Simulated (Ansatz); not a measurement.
# AlGa3N4: a stacking-fault curve

The task, for AlGa3N4: slide the crystal rigidly across a (1 0 0) plane.

Program: Ansatz 0.2.0. Level of theory: DFT r2SCAN, scalar-relativistic, plane waves, PAW. These are calculated values, not measurements.

2 further runs of the same task are left out: 2 set aside as unsound or not needed.

### Step 1. The structure to begin with

Symmetry: Pm, No. 6, monoclinic system. Conventional cell: a = 5.139 Å, b = 3.163 Å, c = 5.477 Å, α = 90.00°, β = 90.04°, γ = 90.00°. Al (site symmetry m) is surrounded by 4 N at 1.89 to 1.90 Å. Ga (site symmetry m) has 4 N at 1.94 to 1.95 Å as nearest neighbours. Ga (site symmetry m) has 4 N at 1.94 to 1.96 Å as nearest neighbours. Ga (site symmetry m) has 4 N at 1.95 to 1.96 Å as nearest neighbours. N (site symmetry m) has 1 Al at 1.89 Å and 3 Ga at 1.95 Å as nearest neighbours. N (site symmetry m) is surrounded by 2 Al at 1.90 Å and 2 Ga at 1.96 Å. N (site symmetry m) has 4 Ga at 1.94 to 1.95 Å as nearest neighbours. N (site symmetry m) is surrounded by 1 Al at 1.90 Å and 3 Ga at 1.94 Å.

As a file:

```
CELL_PARAMETERS angstrom
0.00000 -3.16341 0.00000
0.00369 0.00000 -5.47699
10.27784 0.00000 0.00003
ATOMIC_POSITIONS crystal
Al 0.50000 0.33270 0.00029
Al 0.50000 0.33270 0.50029
Ga 0.50000 0.66494 0.24959
Ga 0.50000 0.66494 0.74959
Ga 0.00000 0.16854 0.24963
Ga 0.00000 0.16854 0.74963
Ga 0.00000 0.83381 0.49993
Ga 0.00000 0.83381 0.99993
N 0.50000 0.65940 0.05971
N 0.50000 0.65940 0.55971
N 0.00000 0.17407 0.05867
N 0.00000 0.17407 0.55867
N 0.00000 0.83381 0.31012
N 0.00000 0.83381 0.81012
N 0.50000 0.33273 0.31588
N 0.50000 0.33273 0.81588
```

It goes back to an entry of the Materials Project, which need not be the stable form.

It is built from the cell relaxed beforehand with the same method (11.13 Å³/atom).

### Step 2. Zero of energy

The cell is repeated 2 times, 16 atoms in all. Reference values: F = -26915.2345 eV; pressure 0.00 GPa; largest force 0.002 eV/Å; gap on the mesh 2.89 eV. It was computed beforehand with the settings of the runs below.

### Step 3. Setting up a stacking-fault curve

The cut lies on the cell's a–b face, a (1 0 0) plane of area 17.33 Å², between layers 1.95 Å apart (N below, Ga above); the cell is 10.3 Å thick. Vector c is tilted by f times 1·a + 0·b (length 3.163 Å) with the atoms' Cartesian places fixed: one unrelaxed fault per cell.

### Step 4. Point f = 0.200

input.yaml

```yaml
crystal:
  lattice:
    - [0.0, -3.1634143063, 0.0]
    - [0.0036943786, 0.0, -5.4769945779]
    - [10.2778404038, -0.6326828613, 3.4377e-05]
  atoms:
    - { symbol: Al, position: [0.3308717115, 0.3327017646, 0.8456414426] }
    - { symbol: Al, position: [0.4308717115, 0.3327017646, 0.3456414426] }
    - { symbol: Ga, position: [0.4810128713, 0.6649393012, 0.0949356435] }
    - { symbol: Ga, position: [0.3810128713, 0.6649393012, 0.5949356435] }
    - { symbol: Ga, position: [-0.0189951192, 0.1685429296, 0.0949755958] }
    - { symbol: Ga, position: [-0.1189951192, 0.1685429296, 0.5949755958] }
    - { symbol: Ga, position: [-0.0690560998, 0.8338086149, 0.3452804992] }
    - { symbol: Ga, position: [-0.1690560998, 0.8338086149, 0.8452804992] }
    - { symbol: "N", position: [0.3189886956, 0.6593989656, 0.905056522] }
    - { symbol: "N", position: [0.4189886956, 0.6593989656, 0.405056522] }
    - { symbol: "N", position: [-0.1808031043, 0.1740689627, 0.9040155213] }
    - { symbol: "N", position: [-0.0808031043, 0.1740689627, 0.4040155213] }
    - { symbol: "N", position: [-0.031093955, 0.8338062859, 0.1554697749] }
    - { symbol: "N", position: [-0.131093955, 0.8338062859, 0.6554697749] }
    - { symbol: "N", position: [0.4677549989, 0.3327321755, 0.1612250056] }
    - { symbol: "N", position: [0.3677549989, 0.3327321755, 0.6612250056] }
basis:
  ecutwfc: 500
kpoints:
  mp_grid: { grid: [7, 4, 3] }
hamiltonian:
  xc: r2scan
scf:
  occupations: { method: gaussian, width: 0.05 }
output:
  forces: true
  stress: true
  eigenvalues: true
```

The run is started by

```sh
> ansatz run input.yaml --threads 2 --pin off --max-ram 5120MiB --backend cpu --events-out ev --progress --plain --runs-dir out
```

Output, cut to the lines that bear on the results:

```text
Warning: RAYON_NUM_THREADS=2 ignored (pool sized by the plan → 2); use --threads N
[...]
Pseudopotentials: kind: paw
Pseudopotential: Al, paw, valence charge 3, recommended cutoff 500 eV (meta_gga), Al.paw.azcp
Pseudopotential: Ga, paw, valence charge 13, recommended cutoff 500 eV (meta_gga), Ga.paw.azcp
Pseudopotential: N, paw, valence charge 5, recommended cutoff 500 eV (meta_gga), N.paw.azcp
Functional definition: r2SCAN
[...]
Crystal: 16 atoms, lattice volume = 178.074 Å³
Basis set: ecut = 500 eV, 4523 PW (Γ), exchange–correlation on 96×160×320 points (64 copies of the dense FFT grid, shifted against one another)
Bands: 78, of which v1, the nominal top of the filled ones, is band 62 counted from 1 (61 counted from 0)
Symmetry: 1 space group operations
Space group: P1 (ITA 1), of the structure as read, at distance tolerance 5.6e-5 Å
k-points: 43 of 84 (time reversal used)
[...]
SCF iter   1: F=—  HF=-26914.130268 eV  |F-HF|=—  |Δ(HF+E_count)|=         —  Δρ=1.13e-2  dr2=1.13e-1  dr2_τ=8.65e-1  ethr=1.77e-3  ⟨swp⟩=5.9  Hψ=12688  notcnv=0  defer=116
[...]
SCF iter   9: F=-26914.453499 eV  HF=-26914.453499 eV  |F-HF|=3.89e-9  |Δ(HF+E_count)|=   1.71e-8  Δρ=1.80e-6  dr2=6.64e-9  dr2_τ=3.45e-10  ethr=8.06e-11  ⟨swp⟩=4.0  Hψ=10046  notcnv=0
[...]
SCF converged after 9 iterations
Free energy (F): -26914.453499 eV
[...]
E sigma→0 (E₀):  -26914.453499 eV
Fermi energy:    10.341439 eV
[...]
--- Forces (eV/Å), atoms counted from 1 ---
  atom   1  Al    -0.20524223    -0.12664016    -0.14682355
  atom   2  Al     0.11461346     0.05142199    -0.01854630
  atom   3  Ga    -0.36168884     0.88149874     0.12379137
  atom   4  Ga     0.08593311    -0.01424416     0.00109201
  atom   5  Ga    -0.28815317     0.88593228     0.10063911
  atom   6  Ga     0.08430597    -0.01580885    -0.00284553
  atom   7  Ga     0.10046483     0.05663118    -0.02048968
  atom   8  Ga    -0.15974432    -0.16392191    -0.16032926
[...]
--- Stress (GPa, compression-positive) ---
        0.053585       5.249383      -0.448505
        5.249380      -2.182554      -0.730504
       -0.448559      -0.730504       0.010345
  P = ⅓ Tr σ = -0.7062 GPa (-7.062 kbar)
--- Band table (eV; the first three rows and the last of 43) ---
[...]
```

It took 2.1 min on 2 threads of Intel Xeon at 2.50GHz (Skylake/Cascade Lake), shared host; peak memory 1.1 GiB.

### Step 5. f = 0.400

input.yaml

```yaml
crystal:
  lattice:
    - [0.0, -3.1634143063, 0.0]
    - [0.0036943786, 0.0, -5.4769945779]
    - [10.2778404038, -1.2653657225, 3.4377e-05]
  atoms:
    - { symbol: Al, position: [0.161743423, 0.3327017646, 0.8456414426] }
    - { symbol: Al, position: [0.361743423, 0.3327017646, 0.3456414426] }
    - { symbol: Ga, position: [0.4620257426, 0.6649393012, 0.0949356435] }
    - { symbol: Ga, position: [0.2620257426, 0.6649393012, 0.5949356435] }
    - { symbol: Ga, position: [-0.0379902383, 0.1685429296, 0.0949755958] }
    - { symbol: Ga, position: [-0.2379902383, 0.1685429296, 0.5949755958] }
    - { symbol: Ga, position: [-0.1381121997, 0.8338086149, 0.3452804992] }
    - { symbol: Ga, position: [-0.3381121997, 0.8338086149, 0.8452804992] }
    - { symbol: "N", position: [0.1379773912, 0.6593989656, 0.905056522] }
    - { symbol: "N", position: [0.3379773912, 0.6593989656, 0.405056522] }
    - { symbol: "N", position: [-0.3616062085, 0.1740689627, 0.9040155213] }
    - { symbol: "N", position: [-0.1616062085, 0.1740689627, 0.4040155213] }
    - { symbol: "N", position: [-0.06218791, 0.8338062859, 0.1554697749] }
    - { symbol: "N", position: [-0.26218791, 0.8338062859, 0.6554697749] }
    - { symbol: "N", position: [0.4355099978, 0.3327321755, 0.1612250056] }
    - { symbol: "N", position: [0.2355099978, 0.3327321755, 0.6612250056] }
basis:
  ecutwfc: 500
kpoints:
  mp_grid: { grid: [7, 4, 3] }
hamiltonian:
  xc: r2scan
scf:
  occupations: { method: gaussian, width: 0.05 }
output:
  forces: true
  stress: true
  eigenvalues: true
```

The run is started by

```sh
> ansatz run input.yaml --threads 2 --pin off --max-ram 5120MiB --backend cpu --events-out ev --progress --plain --runs-dir out
```

Output, cut to the lines that bear on the results:

```text
Warning: RAYON_NUM_THREADS=2 ignored (pool sized by the plan → 2); use --threads N
[...]
[... 5 set-up lines as earlier in the session ...]
[...]
Crystal: 16 atoms, lattice volume = 178.074 Å³
Basis set: ecut = 500 eV, 4515 PW (Γ), exchange–correlation on 96×160×320 points (64 copies of the dense FFT grid, shifted against one another)
Bands: 78, of which v1, the nominal top of the filled ones, is band 62 counted from 1 (61 counted from 0)
[... 2 set-up lines as earlier in the session ...]
k-points: 43 of 84 (time reversal used)
[...]
SCF converged after 9 iterations
Free energy (F): -26912.757850 eV
[...]
E sigma→0 (E₀):  -26912.757850 eV
Fermi energy:    10.237577 eV
[...]
--- Forces (eV/Å), atoms counted from 1 ---
  atom   1  Al    -0.57123654    -0.06813243    -0.40411216
  atom   2  Al     0.30877113     0.03831205    -0.06236053
  atom   3  Ga    -0.18915718     0.78992635     0.36925359
  atom   4  Ga     0.23863278    -0.01198190     0.00686040
  atom   5  Ga    -0.07878579     0.77332604     0.31560583
  atom   6  Ga     0.23345553    -0.01327087    -0.01490316
  atom   7  Ga     0.26486213     0.04374326    -0.07175605
  atom   8  Ga    -0.43959705    -0.09919686    -0.44253600
[...]
--- Stress (GPa, compression-positive) ---
        2.940640       4.476185      -1.784639
        4.476183      -6.851078      -0.684623
       -1.784689      -0.684626       0.095571
  P = ⅓ Tr σ = -1.2716 GPa (-12.716 kbar)
--- Band table (eV; the first three rows and the last of 43) ---
[...]
```

Run time: 1.9 min. Hardware: 2 threads of Intel Xeon at 2.50GHz (Skylake/Cascade Lake), shared host; peak memory 1.1 GiB.

### Step 6. f = 0.100

input.yaml

```yaml
crystal:
  lattice:
    - [0.0, -3.1634143063, 0.0]
    - [0.0036943786, 0.0, -5.4769945779]
    - [10.2778404038, -0.3163414306, 3.4377e-05]
  atoms:
    - { symbol: Al, position: [0.4154358557, 0.3327017646, 0.8456414426] }
    - { symbol: Al, position: [0.4654358557, 0.3327017646, 0.3456414426] }
    - { symbol: Ga, position: [0.4905064356, 0.6649393012, 0.0949356435] }
    - { symbol: Ga, position: [0.4405064356, 0.6649393012, 0.5949356435] }
    - { symbol: Ga, position: [-0.0094975596, 0.1685429296, 0.0949755958] }
    - { symbol: Ga, position: [-0.0594975596, 0.1685429296, 0.5949755958] }
    - { symbol: Ga, position: [-0.0345280499, 0.8338086149, 0.3452804992] }
    - { symbol: Ga, position: [-0.0845280499, 0.8338086149, 0.8452804992] }
    - { symbol: "N", position: [0.4094943478, 0.6593989656, 0.905056522] }
    - { symbol: "N", position: [0.4594943478, 0.6593989656, 0.405056522] }
    - { symbol: "N", position: [-0.0904015521, 0.1740689627, 0.9040155213] }
    - { symbol: "N", position: [-0.0404015521, 0.1740689627, 0.4040155213] }
    - { symbol: "N", position: [-0.0155469775, 0.8338062859, 0.1554697749] }
    - { symbol: "N", position: [-0.0655469775, 0.8338062859, 0.6554697749] }
    - { symbol: "N", position: [0.4838774994, 0.3327321755, 0.1612250056] }
    - { symbol: "N", position: [0.4338774994, 0.3327321755, 0.6612250056] }
basis:
  ecutwfc: 500
kpoints:
  mp_grid: { grid: [7, 4, 3] }
hamiltonian:
  xc: r2scan
scf:
  occupations: { method: gaussian, width: 0.05 }
output:
  forces: true
  stress: true
  eigenvalues: true
```

The run is started by

```sh
> ansatz run input.yaml --threads 2 --pin off --max-ram 5120MiB --backend cpu --events-out ev --progress --plain --runs-dir out
```

Output, cut to the lines that bear on the results:

```text
Warning: RAYON_NUM_THREADS=2 ignored (pool sized by the plan → 2); use --threads N
[...]
[... 5 set-up lines as earlier in the session ...]
[...]
Crystal: 16 atoms, lattice volume = 178.074 Å³
Basis set: ecut = 500 eV, 4501 PW (Γ), exchange–correlation on 96×160×300 points (64 copies of the dense FFT grid, shifted against one another)
Bands: 78, of which v1, the nominal top of the filled ones, is band 62 counted from 1 (61 counted from 0)
[... 2 set-up lines as earlier in the session ...]
k-points: 43 of 84 (time reversal used)
[...]
SCF converged after 9 iterations
Free energy (F): -26915.037689 eV
[...]
E sigma→0 (E₀):  -26915.037689 eV
Fermi energy:    10.354884 eV
[...]
--- Forces (eV/Å), atoms counted from 1 ---
  atom   1  Al    -0.05671986    -0.07989606    -0.04067613
  atom   2  Al     0.02985330     0.03000121    -0.00558087
  atom   3  Ga    -0.14049286     0.44278122     0.03250827
  atom   4  Ga     0.02258663    -0.00794799    -0.00007545
  atom   5  Ga    -0.11686491     0.45198997     0.02575884
  atom   6  Ga     0.02228406    -0.00883273    -0.00041812
  atom   7  Ga     0.02862411     0.03278132    -0.00460127
  atom   8  Ga    -0.04186430    -0.10137437    -0.04303839
[...]
--- Stress (GPa, compression-positive) ---
       -0.131753       2.785658      -0.105414
        2.785655      -0.545069      -0.389623
       -0.105475      -0.389624      -0.003673
  P = ⅓ Tr σ = -0.2268 GPa (-2.268 kbar)
--- Band table (eV; the first three rows and the last of 43) ---
[...]
```

Run time: 1.8 min. Hardware: 2 threads of Intel Xeon at 2.50GHz (Skylake/Cascade Lake), shared host; peak memory 1 GiB.

### Step 7. At f = 0.300

input.yaml

```yaml
crystal:
  lattice:
    - [0.0, -3.1634143063, 0.0]
    - [0.0036943786, 0.0, -5.4769945779]
    - [10.2778404038, -0.9490242919, 3.4377e-05]
  atoms:
    - { symbol: Al, position: [0.2463075672, 0.3327017646, 0.8456414426] }
    - { symbol: Al, position: [0.3963075672, 0.3327017646, 0.3456414426] }
    - { symbol: Ga, position: [0.471519307, 0.6649393012, 0.0949356435] }
    - { symbol: Ga, position: [0.321519307, 0.6649393012, 0.5949356435] }
    - { symbol: Ga, position: [-0.0284926787, 0.1685429296, 0.0949755958] }
    - { symbol: Ga, position: [-0.1784926787, 0.1685429296, 0.5949755958] }
    - { symbol: Ga, position: [-0.1035841498, 0.8338086149, 0.3452804992] }
    - { symbol: Ga, position: [-0.2535841498, 0.8338086149, 0.8452804992] }
    - { symbol: "N", position: [0.2284830434, 0.6593989656, 0.905056522] }
    - { symbol: "N", position: [0.3784830434, 0.6593989656, 0.405056522] }
    - { symbol: "N", position: [-0.2712046564, 0.1740689627, 0.9040155213] }
    - { symbol: "N", position: [-0.1212046564, 0.1740689627, 0.4040155213] }
    - { symbol: "N", position: [-0.0466409325, 0.8338062859, 0.1554697749] }
    - { symbol: "N", position: [-0.1966409325, 0.8338062859, 0.6554697749] }
    - { symbol: "N", position: [0.4516324983, 0.3327321755, 0.1612250056] }
    - { symbol: "N", position: [0.3016324983, 0.3327321755, 0.6612250056] }
basis:
  ecutwfc: 500
kpoints:
  mp_grid: { grid: [7, 4, 3] }
hamiltonian:
  xc: r2scan
scf:
  occupations: { method: gaussian, width: 0.05 }
output:
  forces: true
  stress: true
  eigenvalues: true
```

The run is started by

```sh
> ansatz run input.yaml --threads 2 --pin off --max-ram 5120MiB --backend cpu --events-out ev --progress --plain --runs-dir out
```

Output, cut to the lines that bear on the results:

```text
[...]
SCF converged after 9 iterations
Free energy (F): -26913.587833 eV
[...]
E sigma→0 (E₀):  -26913.587833 eV
Fermi energy:    10.296575 eV
[...]
--- Forces (eV/Å), atoms counted from 1 ---
  atom   1  Al    -0.40244399    -0.12000261    -0.28506299
  atom   2  Al     0.22034026     0.05632481    -0.03922395
  atom   3  Ga    -0.37203971     1.09090831     0.25040902
  atom   4  Ga     0.16773677    -0.01657786     0.00355229
  atom   5  Ga    -0.26355880     1.07978229     0.21049609
  atom   6  Ga     0.16419868    -0.01836937    -0.00784839
  atom   7  Ga     0.19034186     0.06297673    -0.04509281
  atom   8  Ga    -0.31362173    -0.16267401    -0.31187159
[...]
--- Stress (GPa, compression-positive) ---
        1.248223       6.259370      -1.048806
        6.259368      -4.589932      -0.901742
       -1.048859      -0.901743       0.046358
  P = ⅓ Tr σ = -1.0985 GPa (-10.985 kbar)
--- Band table (eV; the first three rows and the last of 43) ---
[...]
```

It took 1.9 min on 2 threads of Intel Xeon at 2.50GHz (Skylake/Cascade Lake), shared host; peak memory 1.1 GiB.

### Step 8. At f = 0.500

input.yaml

```yaml
crystal:
  lattice:
    - [0.0, -3.1634143063, 0.0]
    - [0.0036943786, 0.0, -5.4769945779]
    - [10.2778404038, -1.5817071532, 3.4377e-05]
  atoms:
    - { symbol: Al, position: [0.0771792787, 0.3327017646, 0.8456414426] }
    - { symbol: Al, position: [0.3271792787, 0.3327017646, 0.3456414426] }
    - { symbol: Ga, position: [0.4525321782, 0.6649393012, 0.0949356435] }
    - { symbol: Ga, position: [0.2025321783, 0.6649393012, 0.5949356435] }
    - { symbol: Ga, position: [-0.0474877979, 0.1685429296, 0.0949755958] }
    - { symbol: Ga, position: [-0.2974877979, 0.1685429296, 0.5949755958] }
    - { symbol: Ga, position: [-0.1726402496, 0.8338086149, 0.3452804992] }
    - { symbol: Ga, position: [-0.4226402496, 0.8338086149, 0.8452804992] }
    - { symbol: "N", position: [0.047471739, 0.6593989656, 0.905056522] }
    - { symbol: "N", position: [0.297471739, 0.6593989656, 0.405056522] }
    - { symbol: "N", position: [-0.4520077606, 0.1740689627, 0.9040155213] }
    - { symbol: "N", position: [-0.2020077606, 0.1740689627, 0.4040155213] }
    - { symbol: "N", position: [-0.0777348874, 0.8338062859, 0.1554697749] }
    - { symbol: "N", position: [-0.3277348874, 0.8338062859, 0.6554697749] }
    - { symbol: "N", position: [0.4193874972, 0.3327321755, 0.1612250056] }
    - { symbol: "N", position: [0.1693874972, 0.3327321755, 0.6612250056] }
basis:
  ecutwfc: 500
kpoints:
  mp_grid: { grid: [7, 4, 3] }
hamiltonian:
  xc: r2scan
scf:
  occupations: { method: gaussian, width: 0.05 }
output:
  forces: true
  stress: true
  eigenvalues: true
```

The run is started by

```sh
> ansatz run input.yaml --threads 2 --pin off --max-ram 5120MiB --backend cpu --events-out ev --progress --plain --runs-dir out
```

Output, cut to the lines that bear on the results:

```text
[...]
SCF converged after 8 iterations
Free energy (F): -26912.405114 eV
[...]
E sigma→0 (E₀):  -26912.405114 eV
Fermi energy:    10.207563 eV
[...]
--- Forces (eV/Å), atoms counted from 1 ---
  atom   1  Al    -0.63775403    -0.00000225    -0.45207239
  atom   2  Al     0.34389805    -0.00000685    -0.07371516
  atom   3  Ga    -0.07695500    -0.00000337     0.42126771
  atom   4  Ga     0.26750172    -0.00000344     0.00864750
  atom   5  Ga     0.02581437    -0.00000308     0.36070056
  atom   6  Ga     0.26177842    -0.00000307    -0.01891881
  atom   7  Ga     0.29409280    -0.00000226    -0.08464322
  atom   8  Ga    -0.48740736     0.00000071    -0.49603688
[...]
--- Stress (GPa, compression-positive) ---
        3.754151      -0.000003      -2.164849
       -0.000003      -7.803822      -0.000015
       -2.164899      -0.000015       0.120096
  P = ⅓ Tr σ = -1.3099 GPa (-13.099 kbar)
--- Band table (eV; the first three rows and the last of 43) ---
[...]
```

Run time: 96 s. Hardware: 2 threads of Intel Xeon at 2.50GHz (Skylake/Cascade Lake), shared host; peak memory 1.1 GiB.

### Step 9. All points together

All points in order; energies are free energies above the reference cell:

| f | γ (mJ/m²) | shear traction (GPa) | gap on the mesh (eV) |
| --- | --- | --- | --- |
| 0.000 | 0 | 0.0 | 2.89 |
| 0.100 | 182 | 11.5 | 2.80 |
| 0.200 | 722 | 22.2 | 2.62 |
| 0.300 | 1523 | 26.9 | 2.40 |
| 0.400 | 2290 | 19.3 | 2.20 |
| 0.500 | 2616 | 0.0 | 2.13 |

Not run, since symmetry makes them alike: 0.600 repeats 0.400, 0.800 repeats 0.200, 0.700 repeats 0.300, 0.900 repeats 0.100. Energy, pressure and gap are the same there.

### Step 10. Outcome

```
                      quantity                    value
  highest fault energy sampled  2616 mJ/m² at f = 0.500
largest shear traction sampled                 26.9 GPa
```

Of the points run, the one at f = 0.500 is highest, 2616 mJ/m². Nothing is relaxed, so these energies are upper bounds; letting the layers move apart would lower them. The gap on the mesh stays between 2.13 and 2.89 eV.
